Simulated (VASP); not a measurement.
# W (Fm-3m) in VASP: further runs

The runs below take W through relaxation of cell and atoms, with PBEsol, LDA.

All numbers are computed with VASP 6.6.1; they aren't measurements. Logs are shortened: lines on timing, memory, paths and dates and some standing lists are left out, and cuts for length are marked.

## 1. The crystal as given

Symmetry: Fm-3m, No. 225, cubic system. Conventional cell: a = 3.992 Å, b = 3.992 Å, c = 3.992 Å, α = 90.00°, β = 90.00°, γ = 90.00°. W (site symmetry m-3m) has 12 W at 2.82 Å as nearest neighbours.

This isn't the form of W at room conditions, which is bcc.

## 2. Relaxation of cell and atoms, PBEsol

INCAR

```
ALGO = Normal
EDIFF = 1E-7
EDIFFG = -0.005
ENCUT = 600
GGA = PS
IBRION = 2
ISIF = 3
ISMEAR = 0
LASPH = True
LCHARG = False
LREAL = False
LWAVE = False
NELM = 100
NSW = 90
PREC = Accurate
SIGMA = 0.1
```

KPOINTS

```
k-points
0
Gamma
  18 18 18
```

POSCAR

```
W
1.0
    0.0000000000      1.9958246200      1.9958246200
    1.9958246200      0.0000000000      1.9958246200
    1.9958246200      1.9958246200      0.0000000000
W
1
Direct
    0.0000000000      0.0000000000      0.0000000000
```

Potentials or basis: VASP PAW PBE potentials, release 64 (W_sv).

The run is started by

```
cat potpaw_PBE.64/W_sv/POTCAR > POTCAR
mpirun -np 1 vasp_std > vasp.out
```

OUTCAR:

```text
EDIFF = 1E-7
   EDIFFG = -0.005
   ENCUT = 600
   GGA = PS
   IBRION = 2
   ISIF = 3
   ISMEAR = 0
   LASPH = True
   LREAL = False
   NELM = 100
   NSW = 90
   PREC = Accurate

 ion  position               nearest neighbor table
   1  0.000  0.000  0.000-

  LATTYP: Found a face centered cubic cell.
 ALAT       =     3.9916492400

  Lattice vectors:

 A1 = (   0.0000000000,   1.9958246200,   1.9958246200)
 A2 = (   1.9958246200,   0.0000000000,   1.9958246200)
 A3 = (   1.9958246200,   1.9958246200,   0.0000000000)

Analysis of symmetry for initial positions (statically):
=====================================================================
 Subroutine PRICEL returns:
 Original cell was already a primitive cell.

 Routine SETGRP: Setting up the symmetry group for a
 face centered cubic supercell.

 Subroutine GETGRP returns: Found 48 space group operations
 (whereof 48 operations were pure point group operations)
 out of a pool of 48 trial point group operations.

The static configuration has the point symmetry O_h .

Analysis of symmetry for dynamics (positions and initial velocities):
=====================================================================
 Subroutine PRICEL returns:
 Original cell was already a primitive cell.

 Routine SETGRP: Setting up the symmetry group for a
 face centered cubic supercell.

 Subroutine GETGRP returns: Found 48 space group operations
 (whereof 48 operations were pure point group operations)
 out of a pool of 48 trial point group operations.

The dynamic configuration has the point symmetry O_h .

 Subroutine INISYM returns: Found 48 space group operations
 (whereof 48 operations are pure point group operations),
 and found     1 'primitive' translations

----------------------------------------------------------------------------------------

                                     Primitive cell

  volume of cell :      15.9000

  direct lattice vectors                    reciprocal lattice vectors
     0.000000000  1.995824620  1.995824620    -0.250523014  0.250523014  0.250523014
     1.995824620  0.000000000  1.995824620     0.250523014 -0.250523014  0.250523014
     1.995824620  1.995824620  0.000000000     0.250523014  0.250523014 -0.250523014

  length of vectors
     2.822522246  2.822522246  2.822522246     0.433918589  0.433918589  0.433918589

  position of ions in fractional coordinates (direct lattice)
     0.000000000  0.000000000  0.000000000

  ion indices of the primitive-cell ions
   primitive index   ion index
                 1           1

----------------------------------------------------------------------------------------

 KPOINTS: k-points

Automatic generation of k-mesh.
 Grid dimensions read from file:
 generate k-points for:   18   18   18

 Generating k-lattice:

  Cartesian coordinates                     Fractional coordinates (reciprocal lattice)
    -0.013917945  0.013917945  0.013917945     0.055555556  0.000000000  0.000000000
     0.013917945 -0.013917945  0.013917945     0.000000000  0.055555556  0.000000000
     0.013917945  0.013917945 -0.013917945     0.000000000  0.000000000  0.055555556

  Length of vectors
     0.024106588  0.024106588  0.024106588

  Shift w.r.t. Gamma in fractional coordinates (k-lattice)
     0.000000000  0.000000000  0.000000000

 Subroutine IBZKPT returns following result:
 ===========================================

 Found    195 irreducible k-points:

 Following reciprocal coordinates:
            Coordinates               Weight
  0.000000  0.000000  0.000000      1.000000
  0.055556  0.000000  0.000000      8.000000
  0.111111  0.000000  0.000000      8.000000
  0.166667  0.000000  0.000000      8.000000
  0.222222  0.000000  0.000000      8.000000
  0.277778  0.000000  0.000000      8.000000
[... 16 lines left out ...]
 -0.277778  0.055556  0.000000     24.000000
 -0.222222  0.055556  0.000000     24.000000
 [... further k-points ...]
   k-points           NKPTS =    195   k-points in BZ     NKDIM =    195   number of bands    NBANDS=     11
   number of dos      NEDOS =    301   number of ions     NIONS =      1
   total plane-waves  NPLWV =  13824
   dimension x,y,z NGX =    24 NGY =   24 NGZ =   24
   dimension x,y,z NGXF=    48 NGYF=   48 NGZF=   48
   ions per type =               1
   NGX,Y,Z   is equivalent  to a cutoff of  14.14, 14.14, 14.14 a.u.
   NGXF,Y,Z  is equivalent  to a cutoff of  28.27, 28.27, 28.27 a.u.
 SYSTEM =  unknown system
   PREC   = accura    normal or accurate (medium, high low for compatibility)
   ISTART =      0    job   : 0-new  1-cont  2-samecut
   ICHARG =      2    charge: 1-file 2-atom 10-const
   ISPIN  =      1    spin polarized calculation?
   LNONCOLLINEAR =      F non collinear calculations
   LSORBIT =      F    spin-orbit coupling
   LASPH  =      T    aspherical Exc in radial PAW
   ENCUT  =  600.0 eV  44.10 Ry    6.64 a.u.   5.64  5.64  5.64*2*pi/ulx,y,z
   NELM   =    100;   NELMIN=  2; NELMDL= -5     # of ELM steps
   EDIFF  = 0.1E-06   stopping-criterion for ELM
   LREAL  =      F    real-space projection
   EDIFFG = -.5E-02   stopping-criterion for IOM
   NSW    =     90    number of steps for IOM
   IBRION =      2    ionic relax: 0-MD 1-quasi-New 2-CG
   NFREE  =      1    steps in history (QN), initial steepest desc. (CG)
   ISIF   =      3    stress and relaxation
   ISYM   =      2    0-nonsym 1-usesym 2-fastsym
   POTIM  = 0.5000    time-step for ionic-motion
   TEBEG  =    0.0;   TEEND  =   0.0 temperature during run
   PSTRESS=    0.0 pullay stress
   NELECT =      14.0000    total number of electrons
   NUPDOWN=      -1.0000    fix difference up-down
   EMIN   =  10.00;   EMAX   =-10.00  energy-range for DOS
   EFERMI =   0.00;   METHOD = LEGACY
   ISMEAR =     0;   SIGMA  =   0.10  broadening in eV -4-tet -1-fermi 0-gaus
   EFERMI_NEDOS =   21; number of points for ismear=-14 and -15
   IALGO  =     38    algorithm
   IMIX   =      4    mixing-type and parameters
     AMIX     =   0.40;   BMIX     =  1.00
     AMIX_MAG =   1.60;   BMIX_MAG =  1.00
  volume/ion in A,a.u.               =      15.90       107.30
  Fermi-wavevector in a.u.,A,eV,Ry     =   1.569104  2.965177 33.498743  2.462088
  Thomas-Fermi vector in A             =   2.671036
   LORBIT       =      0    0 simple, 1 ext, 2 COOP (PROOUT), +10 PAW based schemes
   GGA     = PS    functional components
   LHFCALC =     F    Hartree Fock is set to
   AEXX    =    0.0000 exact exchange contribution
   IVDW    =     0    specifies the selected vdW correction
   LEPSILON=     F    determine dielectric tensor
   LRPA    =     F    only Hartree local field effects (RPA)
 conjugate gradient relaxation of ions
 non-spin polarized calculation
 Gauss-broadening in eV      SIGMA  =   0.10
  energy-cutoff  :      600.00
  volume of cell :       15.90
 maximum number of plane-waves:       544
   NGX = 11   NGY = 11   NGZ = 11

--------------------------------------- Ionic step        1  -------------------------------------------

 number of electron      14.0000000 magnetization

 Free energy of the ion-electron system (eV)
  ---------------------------------------------------
  ext. energy  EPLUGINS =         0.00000000
  ---------------------------------------------------
  free energy    TOTEN  =       -13.31250332 eV

  energy without entropy =      -13.30610011  energy(sigma->0) =      -13.30930171

------------------------ aborting loop because EDIFF is reached ----------------------------------------

  FORCE on cell =-STRESS in cart. coord.  units (eV):
  Direction    XX          YY          ZZ          XY          YZ          ZX
  --------------------------------------------------------------------------------------
  -------------------------------------------------------------------------------------
  Total        0.2167659      0.2167659      0.2167659      0.0000000      0.0000000     -0.0000000
  in kB       21.8426071     21.8426071     21.8426071      0.0000000      0.0000000     -0.0000000
  external PRESSURE =      21.8426071 kB  Pullay stress =       0.0000000 kB
[... 55 lines left out ...]
  energy  without entropy=      -13.2979206428  energy(sigma->0) =      -13.30129687

--------------------------------------- Ionic step        3  -------------------------------------------

 number of electron      14.0000000 magnetization

 Free energy of the ion-electron system (eV)
  ---------------------------------------------------
  ext. energy  EPLUGINS =         0.00000000
  ---------------------------------------------------
  free energy    TOTEN  =       -13.31327360 eV

  energy without entropy =      -13.30673515  energy(sigma->0) =      -13.31000437

 E-fermi :  10.6414     XC(G=0): -13.6932

 val. band max:       10.6399972801   @ k =  -0.4444   0.3333   0.0000
 cond. band min:      10.6416249453   @ k =   0.5000   0.1111   0.0000
 fundamental gap:      0.0016276653
 Fermi energy:        10.6414323542

 k-point     1 :       0.0000    0.0000    0.0000
  band No.  band energies     occupation
      1     -62.9295      2.00000
      2     -26.5229      2.00000
      3     -26.5229      2.00000
      4     -26.5229      2.00000
      5       1.5224      2.00000
      6      10.0624      2.00000
      7      10.0624      2.00000
      8      10.0624      2.00000
      9      13.2901      0.00000
     10      13.2901      0.00000
     11      23.5134      0.00000
[... 309 lines left out ...]
 k-point    24 :      -0.2222    0.0556    0.0000
  band No.  band energies     occupation
      1     -62.8711      2.00000
      2     -27.1388      2.00000
      3     -26.6446      2.00000
      4     -26.5889      2.00000
      5       3.7882      2.00000
      6       8.9499      2.00000
      7      10.4822      1.97564
      8      10.6345      1.07809
      9      12.7831      0.00000
     10      13.8549      0.00000
     11      24.1967      0.00000

 [... further k-points ...]

------------------------ aborting loop because EDIFF is reached ----------------------------------------

  FORCE on cell =-STRESS in cart. coord.  units (eV):
  Direction    XX          YY          ZZ          XY          YZ          ZX
  --------------------------------------------------------------------------------------
  -------------------------------------------------------------------------------------
  Total       -0.0014230     -0.0014230     -0.0014230     -0.0000000      0.0000000     -0.0000000
  in kB       -0.1423578     -0.1423578     -0.1423578     -0.0000000      0.0000000     -0.0000000
  external PRESSURE =      -0.1423578 kB  Pullay stress =       0.0000000 kB
[... 16 lines left out ...]
  FREE ENERGIE OF THE ION-ELECTRON SYSTEM (eV)
  ---------------------------------------------------
  free  energy   TOTEN  =       -13.3132736023 eV

  energy  without entropy=      -13.3067351451  energy(sigma->0) =      -13.31000437

 reached required accuracy - stopping structural energy minimisation
```

Wall time 31 s (1 thread of Intel Xeon Platinum 8488C (Sapphire Rapids), shared host); peak memory 0.17 GiB.

Results:

| Quantity | Value |
| --- | --- |
| Free energy | -13.3133 eV |
| Relaxed volume | 16.02 Å³/atom |
| Relaxed cell | a = 2.829 Å, b = 2.829 Å, c = 2.829 Å, α = 60.00°, β = 60.00°, γ = 60.00° |
| Space group after relaxing (to 0.05 Å) | Fm-3m (No. 225) |
| Energy gained by relaxing | 0.8 meV/atom |
| Ionic steps | 3 |
| Pressure after relaxing | 0.0 GPa |
| Band gap on the k mesh | none (metal or under the smearing width) |

Step by step:
```tsv
step	energy change (eV)	largest force (eV/Å)	pressure (GPa)	volume (Å³)
1	0.0000	0.0000	2.18	15.90
2	0.0078	0.0000	-6.93	16.40
3	-0.0008	0.0000	-0.01	16.02
```

Final structure:
```cif
data_structure
_symmetry_space_group_name_H-M 'P 1'
_symmetry_Int_Tables_number 1
_cell_length_a 2.8293
_cell_length_b 2.8293
_cell_length_c 2.8293
_cell_angle_alpha 60.000
_cell_angle_beta 60.000
_cell_angle_gamma 60.000
_cell_volume 16.02
loop_
_atom_site_label
_atom_site_type_symbol
_atom_site_fract_x
_atom_site_fract_y
_atom_site_fract_z
_atom_site_occupancy
W1 W 0.00000 0.00000 0.00000 1
```

Caveat: the PAW data sets were made with another functional, which shifts forces and pressure a little. The run has no spin-orbit coupling, so splittings on W are missing.

## 3. Relaxation of cell and atoms, LDA

Edit INCAR of step 2 so:

```diff
@@ -4,3 +4,3 @@
 ENCUT = 600
-GGA = PS
+GGA = CA
 IBRION = 2
```

KPOINTS is that of step 2.

POSCAR is that of step 2.

Potentials or basis: VASP PAW LDA potentials, release 64 (W_sv).

The run is started by

```
cat potpaw_LDA.64/W_sv/POTCAR > POTCAR
mpirun -np 1 vasp_std > vasp.out
```

Run time: 29 s. Hardware: 1 thread of Intel Xeon Platinum 8488C (Sapphire Rapids), shared host; peak memory 0.17 GiB.

It converged, with:

- Free energy: -13.6154 eV
- Relaxed volume: 15.77 Å³/atom
- Relaxed cell: a = 2.815 Å, b = 2.815 Å, c = 2.815 Å, α = 60.00°, β = 60.00°, γ = 60.00°
- Space group after relaxing (to 0.05 Å): Fm-3m (No. 225)
- Energy gained by relaxing: 1.1 meV/atom
- Ionic steps: 3
- Pressure after relaxing: 0.0 GPa
- Band gap on the k mesh: none (metal or under the smearing width)

The path:
| step | energy change (eV) | largest force (eV/Å) | pressure (GPa) | volume (Å³) |
| --- | --- | --- | --- | --- |
| 1 | 0.0000 | 0.0000 | -2.58 | 15.90 |
| 2 | 0.0123 | 0.0000 | 9.73 | 15.32 |
| 3 | -0.0011 | 0.0000 | -0.04 | 15.77 |

Final structure:
```
W
1.0
     0.00000    1.99038    1.99038
     1.99038    0.00000    1.99038
     1.99038    1.99038    0.00000
W
1
Cartesian
  0.0000 0.0000 0.0000
```

Levels at points of the mesh, in eV from the Fermi level:
| k point | band 5 | band 6 | band 7 | band 8 | band 9 | band 10 |
| --- | --- | --- | --- | --- | --- | --- |
| (0.00, 0.00, 0.00) | -9.08 | -0.62 | -0.62 | -0.62 | 2.66 | 2.66 |
| (0.50, 0.00, 0.00) | -5.77 | -0.87 | -0.87 | 0.94 | 5.31 | 5.31 |
| (0.50, 0.50, 0.00) | -5.74 | -4.75 | 3.45 | 5.26 | 6.11 | 6.11 |
